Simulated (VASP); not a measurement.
The system is Ga.

```
Ga
1.0
     4.49557    0.00000    0.00000
    -2.24778    3.89328    0.00000
     0.00000    0.00000    5.16572
Ga
4
Direct
  0.00000 0.00000 0.25000
  0.00000 0.00000 0.75000
  0.33333 0.66667 0.75000
  0.66667 0.33333 0.25000
```

The cell was built by a generator and needn't be a form met in nature.

* Program: VASP 6.6.1
* Task: relaxation of cell and atoms
* Functional: PBE
* Potentials or basis: VASP PAW PBE potentials, release 64 (Ga_d)
* Cutoff: 600 eV
* k mesh: 6 × 6 × 4
* Occupations: gaussian, width 0.1 eV
* Spin: no spin polarisation

At the start: pressure 0.2 GPa; volume 22.60 Å³/atom.

Task: How do energy, volume and symmetry change on relaxing?

Result: Over 4 steps the energy falls by 4.4 meV/atom and the volume is 22.72 Å³/atom (+0.5 %); space group P6_3/mmc (No. 194, to 0.05 Å).

The path:
```tsv
step	energy change (eV)	largest force (eV/Å)	pressure (GPa)	volume (Å³)
1	0.0000	0.0000	0.16	90.41
2	-0.0147	0.0000	0.21	90.70
3	-0.0176	0.0000	0.20	90.85
4	-0.0177	0.0000	0.20	90.88
```

Final structure:
```
CELL_PARAMETERS angstrom
4.45697 0.00000 0.00000
-2.22849 3.85985 0.00000
0.00000 0.00000 5.28288
ATOMIC_POSITIONS crystal
Ga 0.00000 0.00000 0.25000
Ga 0.00000 0.00000 0.75000
Ga 0.33333 0.66667 0.75000
Ga 0.66667 0.33333 0.25000
```
